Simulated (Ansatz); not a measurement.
Computed with DFT PBE, scalar-relativistic, plane waves, PAW (Ansatz 0.2.0). All cells share a 420 eV cutoff and Γ-centred k meshes spaced at most about 0.3 Å⁻¹ (about 0.25 or finer for metals, 2π included). No spin polarisation.

Temperature and zero-point effects are left out.

Task: Which of these relaxed structures of Lu is the lowest in energy?
A.

```
CELL_PARAMETERS angstrom
0.00000 2.43598 2.43598
2.43598 0.00000 2.43598
2.43598 2.43598 0.00000
ATOMIC_POSITIONS crystal
Lu 0.00000 0.00000 0.00000
```

B.

```
CELL_PARAMETERS angstrom
3.20602 0.00000 0.00000
0.00000 3.20602 0.00000
0.00000 0.00000 3.20602
ATOMIC_POSITIONS crystal
Lu 0.50000 0.50000 0.50000
```

C.

```
CELL_PARAMETERS angstrom
3.30766 0.00000 0.00000
-1.65383 2.86452 0.00000
0.00000 0.00000 3.27221
ATOMIC_POSITIONS crystal
Lu 0.00000 0.00000 0.50000
```

Result: A. The next of these, C, lies 0.45 eV/atom higher. Forms: A fcc type, Fm-3m; C simple hexagonal type, P6/mmm; B simple cubic type, Pm-3m. Counting all near atoms (those within 1.25 times the shortest distance at each site): A has Lu 12; C has Lu 8; B has Lu 6. All come from invented guesses.

Cells relaxed within their symmetry can be saddle points. Some structure types and database cells were kept out of the candidates from the start, so a known form may be missing.
